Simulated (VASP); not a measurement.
# AgCl (Chlorargyrite) (Fm-3m) in VASP: a series of runs

One crystal, AgCl (Chlorargyrite), is run at these levels: PBE, PBEsol; tasks: relaxation of cell and atoms.

Program: VASP 6.6.1. These are calculated values, not measurements. Logs are shortened: lines on timing, memory, paths and dates and some standing lists are left out, and cuts for length are marked.

### 1 The crystal as given

The structure is cubic, space group Fm-3m (No. 225). The conventional cell has a = 5.470 Å, b = 5.470 Å, c = 5.470 Å, α = 90.00°, β = 90.00°, γ = 90.00°. Ag (site symmetry m-3m) has 6 Cl at 2.73 Å as nearest neighbours. Cl (site symmetry m-3m) is surrounded by 6 Ag at 2.73 Å.

### 2 Relaxation of cell and atoms, PBE

The input, INCAR:

```
ALGO = Normal
EDIFF = 1E-6
EDIFFG = -0.01
ENCUT = 600
GGA = PE
IBRION = 2
ISIF = 3
ISMEAR = 0
LASPH = True
LCHARG = False
LREAL = False
LWAVE = False
NELM = 80
NSW = 90
PREC = Accurate
SIGMA = 0.03
```

The input, KPOINTS:

```
k-points
0
Gamma
  8 8 8
```

The input, POSCAR:

```
AgCl
1.0
    0.0000000000      2.7350000000      2.7350000000
    2.7350000000      0.0000000000      2.7350000000
    2.7350000000      2.7350000000      0.0000000000
Ag Cl
1 1
Direct
    0.0000000000      0.0000000000      0.0000000000
    0.5000000000      0.5000000000      0.5000000000
```

Potentials or basis: VASP PAW PBE potentials, release 64 (Ag, Cl).

Command:

```console
$ cat potpaw_PBE.64/Ag/POTCAR potpaw_PBE.64/Cl/POTCAR > POTCAR
$ mpirun -np 1 vasp_std > vasp.out
```

OUTCAR:

```text
EDIFF = 1E-6
   EDIFFG = -0.01
   ENCUT = 600
   GGA = PE
   IBRION = 2
   ISIF = 3
   ISMEAR = 0
   LASPH = True
   LREAL = False
   NELM = 80
   NSW = 90
   PREC = Accurate

 ion  position               nearest neighbor table
   1  0.000  0.000  0.000-   2 2.73   2 2.73   2 2.73   2 2.73   2 2.73   2 2.73
   2  0.500  0.500  0.500-   1 2.73   1 2.73   1 2.73   1 2.73   1 2.73   1 2.73

  LATTYP: Found a face centered cubic cell.
 ALAT       =     5.4700000000

  Lattice vectors:

 A1 = (   0.0000000000,   2.7350000000,   2.7350000000)
 A2 = (   2.7350000000,   0.0000000000,   2.7350000000)
 A3 = (   2.7350000000,   2.7350000000,   0.0000000000)

Analysis of symmetry for initial positions (statically):
=====================================================================
 Subroutine PRICEL returns:
 Original cell was already a primitive cell.

 Routine SETGRP: Setting up the symmetry group for a
 face centered cubic supercell.

 Subroutine GETGRP returns: Found 48 space group operations
 (whereof 48 operations were pure point group operations)
 out of a pool of 48 trial point group operations.

The static configuration has the point symmetry O_h .

Analysis of symmetry for dynamics (positions and initial velocities):
=====================================================================
 Subroutine PRICEL returns:
 Original cell was already a primitive cell.

 Routine SETGRP: Setting up the symmetry group for a
 face centered cubic supercell.

 Subroutine GETGRP returns: Found 48 space group operations
 (whereof 48 operations were pure point group operations)
 out of a pool of 48 trial point group operations.

The dynamic configuration has the point symmetry O_h .

 Subroutine INISYM returns: Found 48 space group operations
 (whereof 48 operations are pure point group operations),
 and found     1 'primitive' translations

----------------------------------------------------------------------------------------

                                     Primitive cell

  volume of cell :      40.9168

  direct lattice vectors                    reciprocal lattice vectors
     0.000000000  2.735000000  2.735000000    -0.182815356  0.182815356  0.182815356
     2.735000000  0.000000000  2.735000000     0.182815356 -0.182815356  0.182815356
     2.735000000  2.735000000  0.000000000     0.182815356  0.182815356 -0.182815356

  length of vectors
     3.867874093  3.867874093  3.867874093     0.316645486  0.316645486  0.316645486

  position of ions in fractional coordinates (direct lattice)
     0.000000000  0.000000000  0.000000000
     0.500000000  0.500000000  0.500000000

  ion indices of the primitive-cell ions
   primitive index   ion index
                 1           1
                 2           2

[... 69 lines left out ...]
   ENCUT  =  600.0 eV  44.10 Ry    6.64 a.u.   7.73  7.73  7.73*2*pi/ulx,y,z
   NELM   =     80;   NELMIN=  2; NELMDL= -5     # of ELM steps
   EDIFF  = 0.1E-05   stopping-criterion for ELM
   LREAL  =      F    real-space projection
   EDIFFG = -.1E-01   stopping-criterion for IOM
   NSW    =     90    number of steps for IOM
   IBRION =      2    ionic relax: 0-MD 1-quasi-New 2-CG
   NFREE  =      1    steps in history (QN), initial steepest desc. (CG)
   ISIF   =      3    stress and relaxation
   ISYM   =      2    0-nonsym 1-usesym 2-fastsym
   POTIM  = 0.5000    time-step for ionic-motion
   TEBEG  =    0.0;   TEEND  =   0.0 temperature during run
   PSTRESS=    0.0 pullay stress
   NELECT =      18.0000    total number of electrons
   NUPDOWN=      -1.0000    fix difference up-down
   EMIN   =  10.00;   EMAX   =-10.00  energy-range for DOS
   EFERMI =   0.00;   METHOD = LEGACY
   ISMEAR =     0;   SIGMA  =   0.03  broadening in eV -4-tet -1-fermi 0-gaus
   EFERMI_NEDOS =   21; number of points for ismear=-14 and -15
   IALGO  =     38    algorithm
   IMIX   =      4    mixing-type and parameters
     AMIX     =   0.40;   BMIX     =  1.00
     AMIX_MAG =   1.60;   BMIX_MAG =  1.00
  volume/ion in A,a.u.               =      20.46       138.06
  Fermi-wavevector in a.u.,A,eV,Ry     =   1.245083  2.352866 21.092186  1.550232
  Thomas-Fermi vector in A             =   2.379321
   LORBIT       =      0    0 simple, 1 ext, 2 COOP (PROOUT), +10 PAW based schemes
   GGA     = PE    functional components
   LHFCALC =     F    Hartree Fock is set to
   AEXX    =    0.0000 exact exchange contribution
   IVDW    =     0    specifies the selected vdW correction
   LEPSILON=     F    determine dielectric tensor
   LRPA    =     F    only Hartree local field effects (RPA)
 conjugate gradient relaxation of ions
 non-spin polarized calculation
 Gauss-broadening in eV      SIGMA  =   0.03
  energy-cutoff  :      600.00
  volume of cell :       40.92
 maximum number of plane-waves:      1384
   NGX = 15   NGY = 15   NGZ = 15

--------------------------------------- Ionic step        1  -------------------------------------------

 number of electron      17.9999998 magnetization

 Free energy of the ion-electron system (eV)
  ---------------------------------------------------
  ext. energy  EPLUGINS =         0.00000000
  ---------------------------------------------------
  free energy    TOTEN  =        -5.36562089 eV

  energy without entropy =       -5.36562089  energy(sigma->0) =       -5.36562089

 E-fermi :   4.5079     XC(G=0): -10.1850

 val. band max:        4.3564977380   @ k =   0.5000   0.0000   0.0000
 cond. band min:       5.2593711641   @ k =   0.0000   0.0000   0.0000
 fundamental gap:      0.9028734260
 Fermi energy:         4.5078588810

 k-point     1 :       0.0000    0.0000    0.0000
  band No.  band energies     occupation
      1     -11.0783      2.00000
      2       1.7419      2.00000
      3       1.7419      2.00000
      4       1.7419      2.00000
      5       1.7854      2.00000
      6       1.7854      2.00000
      7       1.8590      2.00000
      8       1.8590      2.00000
      9       1.8590      2.00000
     10       5.2594      0.00000
     11      15.1926      0.00000
     12      15.1926      0.00000
     13      15.1926      0.00000
[... 439 lines left out ...]
--------------------------------------- Ionic step        3  -------------------------------------------

 number of electron      18.0000003 magnetization

 Free energy of the ion-electron system (eV)
  ---------------------------------------------------
  ext. energy  EPLUGINS =         0.00000000
  ---------------------------------------------------
  free energy    TOTEN  =        -5.40012962 eV

  energy without entropy =       -5.40012962  energy(sigma->0) =       -5.40012962

 E-fermi :   3.5598     XC(G=0):  -9.7962

 val. band max:        3.4134878322   @ k =   0.5000   0.0000   0.0000
 cond. band min:       4.3331098760   @ k =   0.0000   0.0000   0.0000
 fundamental gap:      0.9196220438
 Fermi energy:         3.5598143548

 k-point     1 :       0.0000    0.0000    0.0000
  band No.  band energies     occupation
      1     -11.5214      2.00000
      2       1.0999      2.00000
      3       1.0999      2.00000
      4       1.0999      2.00000
      5       1.1393      2.00000
      6       1.1393      2.00000
      7       1.2237      2.00000
      8       1.2237      2.00000
      9       1.2237      2.00000
     10       4.3331      0.00000
     11      14.2818      0.00000
     12      14.2818      0.00000
     13      14.2818      0.00000
[... 397 lines left out ...]
  FREE ENERGIE OF THE ION-ELECTRON SYSTEM (eV)
  ---------------------------------------------------
  free  energy   TOTEN  =        -5.4001296199 eV

  energy  without entropy=       -5.4001296199  energy(sigma->0) =       -5.40012962

 reached required accuracy - stopping structural energy minimisation
```

CONTCAR:

```text
AgCl
   1.00000000000000
    -0.0000000000000000    2.8032189111644561    2.8032189111644561
     2.8032189111644561    0.0000000000000000    2.8032189111644561
     2.8032189111644561    2.8032189111644561   -0.0000000000000000
  Ag              Cl
     1     1
Direct
     0.0000000000000000    0.0000000000000000    0.0000000000000000
     0.5000000000000000    0.5000000000000000    0.5000000000000000

  0.00000000E+00  0.00000000E+00  0.00000000E+00
  0.00000000E+00  0.00000000E+00  0.00000000E+00
```

It took 38 s on 1 thread of Intel Xeon Platinum 8488C (Sapphire Rapids), shared host; peak memory 0.2 GiB.

Results:

| Item | Value |
| --- | --- |
| Free energy | -5.4001 eV |
| Relaxed volume | 22.03 Å³/atom |
| Relaxed cell | a = 3.964 Å, b = 3.964 Å, c = 3.964 Å, α = 60.00°, β = 60.00°, γ = 60.00° |
| Space group after relaxing (to 0.05 Å) | Fm-3m (No. 225) |
| Energy gained by relaxing | 17.3 meV/atom |
| Ionic steps | 3 |
| Pressure after relaxing | 0.0 GPa |
| Band gap on the k mesh | 0.92 eV, indirect (least direct gap 3.08 eV) |

Step by step:
```csv
step,energy change (eV),largest force (eV/Å),pressure (GPa),volume (Å³)
1,0.0000,0.0000,3.81,40.92
2,-0.0344,0.0000,0.18,43.87
3,-0.0345,0.0000,-0.01,44.06
```

Final structure:
```yaml
crystal:
  lattice:
    - [0.00000, 2.80322, 2.80322]
    - [2.80322, 0.00000, 2.80322]
    - [2.80322, 2.80322, 0.00000]
  atoms:
    - { symbol: Ag, position: [0.00000, 0.00000, 0.00000] }
    - { symbol: Cl, position: [0.50000, 0.50000, 0.50000] }
```

A k mesh can miss the band edges. Zero-point motion and thermal expansion aren't in these numbers.

### 3 Relaxation of cell and atoms, PBE

This run uses another cell than the first one, of 22.03 Å³/atom, 1.077 times its volume.

INCAR: that of step 2 with these lines changed.

```diff
@@ -1,4 +1,4 @@
 ALGO = Normal
-EDIFF = 1E-6
-EDIFFG = -0.01
+EDIFF = 1E-7
+EDIFFG = -0.005
 ENCUT = 600
```

KPOINTS is that of step 2.

The input, POSCAR:

```
AgCl                                    
1.0
   -0.0000000000      2.8032189112      2.8032189112
    2.8032189112      0.0000000000      2.8032189112
    2.8032189112      2.8032189112     -0.0000000000
  Ag              Cl            
     1     1
Direct
     0.0000000000000000    0.0000000000000000    0.0000000000000000
     0.5000000000000000    0.5000000000000000    0.5000000000000000
```

Potentials or basis: VASP PAW PBE potentials, release 64 (Ag, Cl).

Command:

```console
$ cat potpaw_PBE.64/Ag/POTCAR potpaw_PBE.64/Cl/POTCAR > POTCAR
$ mpirun -np 1 vasp_std > vasp.out
```

It took 17 s on 1 thread of Intel Xeon Platinum 8488C (Sapphire Rapids), shared host; peak memory 0.18 GiB.

It converged, with:

- Free energy: -5.4012 eV
- Pressure after relaxing: 0.0 GPa
- Band gap on the k mesh: 0.92 eV, indirect (least direct gap 3.08 eV)

Final structure:
```cif
data_structure
_symmetry_space_group_name_H-M 'P 1'
_symmetry_Int_Tables_number 1
_cell_length_a 3.9644
_cell_length_b 3.9644
_cell_length_c 3.9644
_cell_angle_alpha 60.000
_cell_angle_beta 60.000
_cell_angle_gamma 60.000
_cell_volume 44.06
loop_
_atom_site_label
_atom_site_type_symbol
_atom_site_fract_x
_atom_site_fract_y
_atom_site_fract_z
_atom_site_occupancy
Ag1 Ag 0.00000 0.00000 0.00000 1
Cl1 Cl 0.50000 0.50000 0.50000 1
```

Levels at points of the mesh, in eV from the valence-band top:
```
           k point  band 6  band 7  band 8  band 9  band 10  band 11  band 12  band 13
(0.00, 0.00, 0.00)   -2.27   -2.19   -2.19   -2.19     0.92    10.87    10.87    10.87
(0.50, 0.00, 0.00)   -1.98   -1.68    0.00    0.00     4.33     6.36     7.73     7.73
(0.50, 0.50, 0.00)   -2.10   -1.87   -1.87   -1.80     2.43     8.07     8.53    11.35
```

Caveat: the relaxation stopped at its first step, so nothing moved. A k mesh can miss the band edges.

### 4 Relaxation of cell and atoms, PBEsol

The input, INCAR:

```
SYSTEM = AgCl
PREC = Accurate
ENCUT = 600
EDIFF = 1E-6
ISMEAR = 0
SIGMA = 0.03
LREAL = .FALSE.
LASPH = .TRUE.
NELM = 80
ALGO = Normal
ISIF = 3
LWAVE = .FALSE.
LCHARG = .FALSE.
GGA = PS
IBRION = 2
NSW = 90
EDIFFG = -0.01
KPAR = 4
```

The input, KPOINTS:

```
Automatic mesh
0
G
  8 8 8
  0 0 0
```

The input, POSCAR:

```
AgCl
1.0
    0.0000000000      2.7350000000      2.7350000000
    2.7350000000      0.0000000000      2.7350000000
    2.7350000000      2.7350000000      0.0000000000
Ag Cl
1 1
Direct
    0.0000000000      0.0000000000      0.0000000000
    0.5000000000      0.5000000000      0.5000000000
```

Command:

```console
$ cat potpaw_PBE.64/Ag/POTCAR potpaw_PBE.64/Cl/POTCAR > POTCAR
$ mpirun -np 4 vasp_std > vasp.out
```

Wall time 8 s (4 MPI ranks of Intel Xeon 6975P-C (Granite Rapids), shared host); peak memory 0.19 GiB.

Results (log left out):

* Free energy: -6.0615 eV
* Relaxed volume: 20.18 Å³/atom
* Relaxed cell: a = 3.850 Å, b = 3.850 Å, c = 3.850 Å, α = 60.00°, β = 60.00°, γ = 60.00°
* Space group after relaxing (to 0.05 Å): Fm-3m (No. 225)
* Energy gained by relaxing: 0.6 meV/atom
* Ionic steps: 2
* Pressure after relaxing: 0.0 GPa
* Band gap on the k mesh: 0.72 eV, indirect (least direct gap 3.23 eV)

The path:
| step | energy change (eV) | largest force (eV/Å) | pressure (GPa) | volume (Å³) |
| --- | --- | --- | --- | --- |
| 1 | 0.0000 | 0.0000 | -0.74 | 40.92 |
| 2 | -0.0013 | 0.0000 | 0.01 | 40.36 |

Final structure:
```cif
data_structure
_symmetry_space_group_name_H-M 'P 1'
_symmetry_Int_Tables_number 1
_cell_length_a 3.8502
_cell_length_b 3.8502
_cell_length_c 3.8502
_cell_angle_alpha 60.000
_cell_angle_beta 60.000
_cell_angle_gamma 60.000
_cell_volume 40.36
loop_
_atom_site_label
_atom_site_type_symbol
_atom_site_fract_x
_atom_site_fract_y
_atom_site_fract_z
_atom_site_occupancy
Ag1 Ag 0.00000 0.00000 0.00000 1
Cl1 Cl 0.50000 0.50000 0.50000 1
```

Levels at points of the mesh, in eV from the valence-band top:
| k point | band 6 | band 7 | band 8 | band 9 | band 10 | band 11 | band 12 | band 13 |
| --- | --- | --- | --- | --- | --- | --- | --- | --- |
| (0.00, 0.00, 0.00) | -2.67 | -2.57 | -2.57 | -2.57 | 0.72 | 10.72 | 10.72 | 10.72 |
| (0.50, 0.00, 0.00) | -2.28 | -1.94 | 0.00 | 0.00 | 3.88 | 6.75 | 7.42 | 7.42 |
| (0.50, 0.50, 0.00) | -2.45 | -2.14 | -2.14 | -2.02 | 2.14 | 7.78 | 8.64 | 11.64 |

Caveat: the PAW data sets were made with another functional, which shifts forces and pressure a little. As with any semilocal functional, this PBEsol gap is likely too small.
